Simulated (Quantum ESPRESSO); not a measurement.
SnTe in Quantum ESPRESSO: convergence with smearing width

Input of the first run (smearing width 0.5 eV); the others differ in this setting and in those tied to it:

Contents of pw.in:

```
&CONTROL
  calculation = 'scf'
  prefix = 'pwscf'
  outdir = './tmp'
  pseudo_dir = './pseudo'
  tprnfor = .true.
  tstress = .true.
  disk_io = 'nowf'
/
&SYSTEM
  ibrav = 0
  nat = 2
  ntyp = 2
  ecutwfc = 80
  nbnd = 22
  occupations = 'smearing'
  smearing = 'mv'
  degauss = 0.03674932
/
&ELECTRONS
  conv_thr = 4d-10
  electron_maxstep = 120
  mixing_beta = 0.5
/
ATOMIC_SPECIES
Te   127.6000 Te.upf
Sn   118.7100 Sn.upf
CELL_PARAMETERS angstrom
   0.0000000000    3.1508500000    3.1508500000
   3.1508500000    0.0000000000    3.1508500000
   3.1508500000    3.1508500000    0.0000000000
ATOMIC_POSITIONS crystal
Te     0.5000000000    0.5000000000    0.5000000000
Sn     0.0000000000    0.0000000000    0.0000000000
K_POINTS automatic
7 7 7 0 0 0
```

Potentials or basis: PseudoDojo 0.4.1 SR PBE standard.

The run is started by

```bash
$ OMP_NUM_THREADS=1 pw.x -in pw.in > pw.out
```

Hardware: 1 thread of Arm Neoverse V1, with other jobs on the host.

```tsv
smearing width	energy less the tightest run, at zero smearing (meV/atom)	pressure (GPa)	SCF cycles	CPU time (s)	peak memory (GiB)
0.5 eV	6.32	2.16	8	32	0.1
0.3 eV	2.11	2.26	8	33	0.1
0.2 eV	13.76	2.37	8	35	0.1
0.136 eV	0.47	2.27	8	33	0.1
0.1 eV	0.00	2.26	8	34	0.1
0.05 eV	0.00	2.26	8	33	0.1
0.025 eV	0.00	2.26	8	33	0.1
0.01 eV	0.00	2.26	8	33	0.1
```

Against the tightest run, the energy stays within 1 meV/atom from 0.136 eV on; the pressure stays within 0.1 GPa from 0.136 eV on. The tightest run that finished is the yardstick and may itself not be fully converged.

Caveat, for the tightest run too: this smearing can shift energies of a crystal with a gap. The run has no spin-orbit coupling, so splittings on Te are missing.
